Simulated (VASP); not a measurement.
# HC60N3 (a cell with a defect) in VASP: settings compared, part 3 of 3

VASP 6.6.1.

### Step 4. Single point, r2SCAN

The input, INCAR:

```
SYSTEM = HC60N3
PREC = Accurate
ENCUT = 520
EDIFF = 1E-6
ISMEAR = 0
SIGMA = 0.03
LREAL = .False.
LASPH = .True.
NELM = 80
ALGO = Normal
ISIF = 2
LWAVE = .False.
LCHARG = .True.
METAGGA = R2SCAN
LMIXTAU = .True.
LELF = .True.
LVHAR = .True.
NBANDS = 166
```

The input, KPOINTS:

```
Automatic mesh
0
Gamma
  2 2 2
  0 0 0
```

The input, POSCAR:

```
HC60N3
1.0
    7.1400000000      0.0000000000      0.0000000000
    0.0000000000      7.1400000000      0.0000000000
    0.0000000000      0.0000000000      7.1400000000
H C N
1 60 3
Direct
    0.5056304000      0.5353407700      0.5204855900
    0.6319130000      0.6319130000      0.6319130000
    0.5014860000      0.7507060000      0.7507060000
    0.7507060000      0.5014860000      0.7507060000
    0.7507060000      0.7507060000      0.5014860000
    0.4950870000      0.2505090000      0.7494590000
    0.4950870000      0.7494590000      0.2505090000
    0.2505090000      0.4950870000      0.7494590000
    0.7494590000      0.4950870000      0.2505090000
    0.2505090000      0.7494590000      0.4950870000
    0.7494590000      0.2505090000      0.4950870000
    0.6235760000      0.3759650000      0.8734240000
    0.6235760000      0.8734240000      0.3759650000
    0.3759650000      0.6235760000      0.8734240000
    0.8734240000      0.6235760000      0.3759650000
    0.3759650000      0.8734240000      0.6235760000
    0.8734240000      0.3759650000      0.6235760000
    0.5050870000      0.2510410000      0.2510410000
    0.2510410000      0.5050870000      0.2510410000
    0.2510410000      0.2510410000      0.5050870000
    0.1273950000      0.6227350000      0.6227350000
    0.6227350000      0.1273950000      0.6227350000
    0.6227350000      0.6227350000      0.1273950000
    0.9999620000      0.4999560000      0.4999560000
    0.4999560000      0.9999620000      0.4999560000
    0.4999560000      0.4999560000      0.9999620000
    0.1278200000      0.3773090000      0.3773090000
    0.3773090000      0.1278200000      0.3773090000
    0.3773090000      0.3773090000      0.1278200000
    0.6239330000      0.8758650000      0.8758650000
    0.8758650000      0.6239330000      0.8758650000
    0.8758650000      0.8758650000      0.6239330000
    0.0011195000      0.7494200000      0.7494200000
    0.7494200000      0.0011195000      0.7494200000
    0.7494200000      0.7494200000      0.0011195000
    0.1237350000      0.3750450000      0.8761320000
    0.1237350000      0.8761320000      0.3750450000
    0.3750450000      0.1237350000      0.8761320000
    0.8761320000      0.1237350000      0.3750450000
    0.3750450000      0.8761320000      0.1237350000
    0.8761320000      0.3750450000      0.1237350000
    0.9987500000      0.2495250000      0.7493430000
    0.9987500000      0.7493430000      0.2495250000
    0.2495250000      0.9987500000      0.7493430000
    0.7493430000      0.9987500000      0.2495250000
    0.2495250000      0.7493430000      0.9987500000
    0.7493430000      0.2495250000      0.9987500000
    0.1237820000      0.1237820000      0.6246850000
    0.1237820000      0.6246850000      0.1237820000
    0.6246850000      0.1237820000      0.1237820000
    0.0017403000      0.2503660000      0.2503660000
    0.2503660000      0.0017403000      0.2503660000
    0.2503660000      0.2503660000      0.0017403000
    0.1249420000      0.8743930000      0.8743930000
    0.8743930000      0.1249420000      0.8743930000
    0.8743930000      0.8743930000      0.1249420000
    0.9999680000      0.9999680000      0.4998950000
    0.9999680000      0.4998950000      0.9999680000
    0.4998950000      0.9999680000      0.9999680000
    0.1254050000      0.1254050000      0.1254050000
    0.9997840000      0.9997840000      0.9997840000
    0.6351560000      0.3648080000      0.3648080000
    0.3648080000      0.6351560000      0.3648080000
    0.3648080000      0.3648080000      0.6351560000
```

Potentials or basis: VASP PAW PBE potentials, release 64 (H, C, N).

Started as:

```bash
$ cat potpaw_PBE.64/H/POTCAR potpaw_PBE.64/C/POTCAR potpaw_PBE.64/N/POTCAR > POTCAR
$ mpirun -np 1 vasp_std > vasp.out
```

OUTCAR:

```text
SYSTEM = HC60N3
   PREC = Accurate
   ENCUT = 520
   EDIFF = 1E-6
   ISMEAR = 0
   LREAL = .False.
   LASPH = .True.
   NELM = 80
   ISIF = 2
   METAGGA = R2SCAN

 ion  position               nearest neighbor table
   1  0.506  0.535  0.520-   2 1.39
   2  0.632  0.632  0.632-   1 1.39   3 1.52   4 1.52   5 1.52
   3  0.501  0.751  0.751-   2 1.52  30 1.54  16 1.55  14 1.55
   4  0.751  0.501  0.751-   2 1.52  31 1.54  17 1.55  12 1.55
   5  0.751  0.751  0.501-   2 1.52  32 1.54  15 1.55  13 1.55
   6  0.495  0.251  0.749-  64 1.48  38 1.54  22 1.56  12 1.56
   7  0.495  0.749  0.251-  63 1.48  40 1.54  23 1.56  13 1.56
[... 1508 lines left out ...]
  Total       -8.6544160     -6.9370641     -7.8254491     -2.6128282     -1.8247790     -3.5413748
  in kB      -38.0937489    -30.5345590    -34.4449231    -11.5007668     -8.0320468    -15.5879083
  external PRESSURE =     -34.3577437 kB  Pullay stress =       0.0000000 kB

 VOLUME and BASIS-vectors are now :
 -----------------------------------------------------------------------------
  energy-cutoff  :      520.00
  volume of cell :      363.99
      direct lattice vectors                 reciprocal lattice vectors
     7.140000000  0.000000000  0.000000000     0.140056022  0.000000000  0.000000000
     0.000000000  7.140000000  0.000000000     0.000000000  0.140056022  0.000000000
     0.000000000  0.000000000  7.140000000     0.000000000  0.000000000  0.140056022

 POSITION                                       TOTAL-FORCE (eV/Angst)
 -----------------------------------------------------------------------------------
      3.61020      3.82233      3.71627         3.068067      1.966551      2.404123
      4.51186      4.51186      4.51186        -2.437924     -1.477318     -1.949004
      3.58061      5.36004      5.36004         0.307682     -0.125545     -0.119072
      5.36004      3.58061      5.36004        -0.405595      0.042650     -0.400587
      5.36004      5.36004      3.58061        -0.271638     -0.272500      0.171277
      3.53492      1.78863      5.35114         0.141756     -0.021470      0.044918
[... 56 lines left out ...]
      2.60473      4.53501      2.60473        -0.055974     -0.232320      0.004640
      2.60473      2.60473      4.53501        -0.129645     -0.066875     -0.143510
 -----------------------------------------------------------------------------------
    total drift:                                0.000327      0.000175      0.000254

  FREE ENERGIE OF THE ION-ELECTRON SYSTEM (eV)
  ---------------------------------------------------
  free  energy   TOTEN  =      -616.3236438484 eV

  energy  without entropy=     -616.3236438484  energy(sigma->0) =     -616.32364385
```

OSZICAR:

```text
N       E                     dE             d eps       ncg     rms          rms(c)
DAV:   1     0.808679198866E+03    0.80868E+03   -0.14123E+05  2656   0.156E+03
DAV:   2    -0.618363269639E+03   -0.14270E+04   -0.13641E+04  3256   0.304E+02
DAV:   3    -0.690688945314E+03   -0.72326E+02   -0.71672E+02  3256   0.665E+01
[... 13 lines left out ...]
DAV:  17    -0.616323560527E+03    0.52094E-04   -0.74980E-05  3320   0.253E-02    0.678E-03
DAV:  18    -0.616323632217E+03   -0.71690E-04   -0.41212E-05  3000   0.229E-02    0.419E-03
DAV:  19    -0.616323642257E+03   -0.10041E-04   -0.34648E-06  2568   0.724E-03    0.289E-03
DAV:  20    -0.616323643674E+03   -0.14168E-05   -0.95693E-07  1800   0.374E-03    0.926E-04
DAV:  21    -0.616323643848E+03   -0.17433E-06   -0.21716E-07  1672   0.182E-03
   1 F= -.61632364E+03 E0= -.61632364E+03  d E =-.104920E-16
```

stdout:

```text
POSCAR found type information on POSCAR H C N
 POSCAR found :  3 types and      64 ions
 scaLAPACK will be used
 -----------------------------------------------------------------------------
|                                                                             |
|                                                                             |
|     You have a (more or less) 'large supercell' and for larger cells it     |
|     might be more efficient to use real-space projection operators.         |
|     Therefore, try LREAL= Auto in the INCAR file.                           |
|     Mind: For very accurate calculation, you might also keep the            |
|     reciprocal projection scheme (i.e. LREAL=.FALSE.).                      |
|                                                                             |
 -----------------------------------------------------------------------------

 -----------------------------------------------------------------------------
|                                                                             |
|                                                                             |
|     You enforced a specific xc type in the INCAR file but a different       |
|     I HOPE YOU KNOW WHAT YOU ARE DOING!                                     |
|                                                                             |
 -----------------------------------------------------------------------------

 LDA part: xc-table for (None), standard interpolation
 POSCAR, INCAR and KPOINTS ok, starting setup
 FFT: planning ... GRIDC
 FFT: planning ... GRID_SOFT
 FFT: planning ... GRID
 WAVECAR not read
 entering main loop
```

Run time: 33 min. Hardware: 1 thread of Intel Xeon Platinum 8559C (Emerald Rapids), shared host; peak memory 0.63 GiB.

Results:

- Free energy: -616.3236 eV
- Pressure: -3.4 GPa
- Largest force: 4.366 eV/Å
- Band gap on the k mesh: 3.59 eV, indirect (least direct gap 3.64 eV)

Forces in eV/Å, atoms in the order of the input:
```
H    3.068  1.967  2.404
C   -2.438 -1.477 -1.949
C    0.308 -0.126 -0.119
C   -0.406  0.043 -0.401
C   -0.272 -0.273  0.171
C    0.142 -0.021  0.045
C    0.206  0.141 -0.121
C   -0.085  0.081  0.123
C    0.040  0.051 -0.001
C   -0.173  0.197  0.164
C    0.011  0.019  0.074
C    0.025  0.030  0.004
C    0.021  0.001  0.061
C    0.050  0.020  0.002
C    0.003  0.025  0.022
C    0.071  0.003  0.019
C    0.006  0.012  0.028
C    0.044 -0.099 -0.090
C   -0.186 -0.112 -0.193
C   -0.128 -0.144 -0.015
C   -0.007 -0.055 -0.041
C   -0.024 -0.002 -0.034
C   -0.027 -0.052 -0.004
C   -0.035  0.003  0.001
C    0.000 -0.013  0.002
C   -0.001  0.003 -0.026
C   -0.003  0.039  0.053
C    0.039  0.003  0.028
C    0.054  0.028  0.000
C   -0.104  0.080  0.084
C    0.033 -0.029  0.028
C    0.059  0.050 -0.065
C   -0.010  0.033  0.017
C    0.010 -0.017  0.022
C    0.007  0.034 -0.014
C    0.016 -0.003 -0.033
C    0.029 -0.044 -0.025
C   -0.011  0.017 -0.030
C   -0.022  0.008  0.007
C   -0.032 -0.046  0.032
C   -0.025  0.009  0.008
C   -0.001 -0.022 -0.018
C   -0.010 -0.017 -0.020
C   -0.036 -0.007 -0.021
C   -0.021  0.000 -0.037
C   -0.026 -0.018 -0.013
C   -0.019 -0.029  0.002
C    0.021  0.026  0.000
C    0.035  0.032  0.036
C   -0.022  0.020  0.017
C    0.002 -0.022 -0.031
C   -0.024  0.013 -0.017
C   -0.032 -0.016  0.006
C    0.010 -0.005 -0.002
C   -0.007  0.011 -0.010
C   -0.003 -0.009  0.011
C    0.036  0.017  0.060
C    0.029  0.019  0.021
C    0.096  0.025  0.037
C   -0.001 -0.003 -0.002
C   -0.011 -0.003 -0.008
N   -0.080 -0.093 -0.111
N   -0.056 -0.232  0.005
N   -0.130 -0.067 -0.144
```

Caveat: the k mesh is coarse (spacing up to 0.44 Å⁻¹), so the values aren't converged; the PAW data sets were made with another functional, which shifts forces and pressure a little. r2SCAN opens gaps a little over a GGA but as a rule still falls short of measured ones.

### Step 5. Summary

```tsv
level	potentials or basis	gap on the mesh (eV)	pressure (GPa)	largest force (eV/Å)
PBE	VASP PAW PBE potentials, release 64 (H, C, N)	3.32	0.4	4.09
LDA	VASP PAW LDA potentials, release 64 (H, C, N)	3.24	-13.6	3.78
r2SCAN	VASP PAW PBE potentials, release 64 (H, C, N)	3.59	-3.4	4.37
```

Alike in all rows: task single point; no spin polarisation; cell as given; k mesh 2 × 2 × 2; cutoff (eV) 520; smearing gaussian 0.03 eV; the mesh is coarse, so values aren't converged.

Caveats: all runs use coarse meshes; the PAW data sets were made with another functional, which shifts forces and pressure a little (some runs).

Total energies depend on the potentials used, so only differences within one code and one set of settings carry meaning.
